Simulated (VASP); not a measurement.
A calculation with VASP 6.6.1 of TaN (ASE script, structure from a P1 CIF):

Contents of run.py:

```python
from ase.calculators.vasp import Vasp
from ase.dft.bandgap import bandgap
from ase.io import read

atoms = read('TaN.cif')
calc = Vasp(
    directory='calc',
    xc='lda',
    pp='LDA',
    setups='materialsproject',
    prec='Accurate',
    encut=520,
    ediff=1e-07,
    ismear=0,
    sigma=0.1,
    lreal=False,
    lasph=True,
    nelm=60,
    algo='Normal',
    isif=2,
    lwave=False,
    lcharg=True,
    lelf=True,
    lvhar=True,
    kpts=[6, 6, 9],
    gamma=True,
    nbands=33,
)
atoms.calc = calc

print('energy (eV):', atoms.get_potential_energy())
print('free energy (eV):', atoms.get_potential_energy(force_consistent=True))
print('forces (eV/A):')
print(atoms.get_forces())
print('stress (eV/A^3, Voigt):', atoms.get_stress())
print('Fermi level (eV):', calc.get_fermi_level())
gap, top, bottom = bandgap(calc)
print('band gap (eV):', gap, 'from (spin, k, band)', top, 'to', bottom)
```

File TaN.cif:

```cif
data_TaN
_cell_length_a 5.19600000
_cell_length_b 5.19600000
_cell_length_c 2.91100000
_cell_angle_alpha 90.00000000
_cell_angle_beta 90.00000000
_cell_angle_gamma 120.00000000
_space_group_name_H-M_alt 'P1'
_space_group_name_Hall 'P 1'
_space_group_IT_number 1
loop_
_space_group_symop_operation_xyz
'x,y,z'
loop_
_atom_site_label
_atom_site_type_symbol
_atom_site_symmetry_multiplicity
_atom_site_Wyckoff_symbol
_atom_site_fract_x
_atom_site_fract_y
_atom_site_fract_z
_atom_site_occupancy
Ta1 Ta 1 a 0.0000000000 0.0000000000 0.0000000000 1
Ta2 Ta 1 a 0.6666666667 0.3333333333 0.5000000000 1
Ta3 Ta 1 a 0.3333333333 0.6666666667 0.5000000000 1
N1 N 1 a 0.0000000000 0.3928500000 0.0000000000 1
N2 N 1 a 0.6071500000 0.6071500000 0.0000000000 1
N3 N 1 a 0.3928500000 0.0000000000 0.0000000000 1
```

Potentials or basis: VASP PAW LDA potentials, release 64 (Ta_pv, N).

Run with:

```bash
$ python run.py
```

Task: Write the same calculation in another form: native input, structure from a POSCAR.

Result: As run:

INCAR

```
SYSTEM = TaN
PREC     = Accurate       ! precision mode
ENCUT    = 520            ! plane-wave cutoff, eV
EDIFF    = 1E-7           ! SCF threshold, eV
ISMEAR   = 0              ! smearing method
SIGMA    = 0.1            ! smearing width, eV
LREAL    = .FALSE.        ! projectors in reciprocal space
LASPH    = .TRUE.         ! aspherical terms in the spheres
NELM     = 100            ! most SCF steps
ALGO     = Normal         ! electronic algorithm
ISIF     = 2              ! what is computed and relaxed
LWAVE    = .FALSE.        ! write WAVECAR
LCHARG   = .TRUE.         ! write CHGCAR
LELF     = .TRUE.         ! ELF
LVHAR    = .TRUE.       
NBANDS   = 33             ! bands
```

Contents of KPOINTS:

```
Automatic mesh
0
G
  6 6 9
  0 0 0
```

File POSCAR:

```
TaN
5.196
    1.000000000000      0.000000000000      0.000000000000
   -0.500000000000      0.866025403791      0.000000000000
    0.000000000000      0.000000000000      0.560238645112
Ta N
3 3
Direct
    0.0000000000      0.0000000000      0.0000000000
    0.6666666667      0.3333333333      0.5000000000
    0.3333333333      0.6666666667      0.5000000000
    0.0000000000      0.3928500000      0.0000000000
    0.6071500000      0.6071500000      0.0000000000
    0.3928500000      0.0000000000      0.0000000000
```

Potentials or basis: VASP PAW LDA potentials, release 64 (Ta_pv, N).

Run with:

```console
$ cat potpaw_LDA.64/Ta_pv/POTCAR potpaw_LDA.64/N/POTCAR > POTCAR
$ mpirun -np 1 vasp_std > vasp.out
```

Both were run:

|  | ASE script, structure from a P1 CIF | native input, structure from a POSCAR |
| --- | --- | --- |
| Pressure | -8.3 GPa | -8.3 GPa |
| Largest force | 0.032 eV/Å | 0.032 eV/Å |
| Band gap on the k mesh | none (metal or under the smearing width) | none (metal or under the smearing width) |

Keys that steer only the numerical path or the files written may differ.
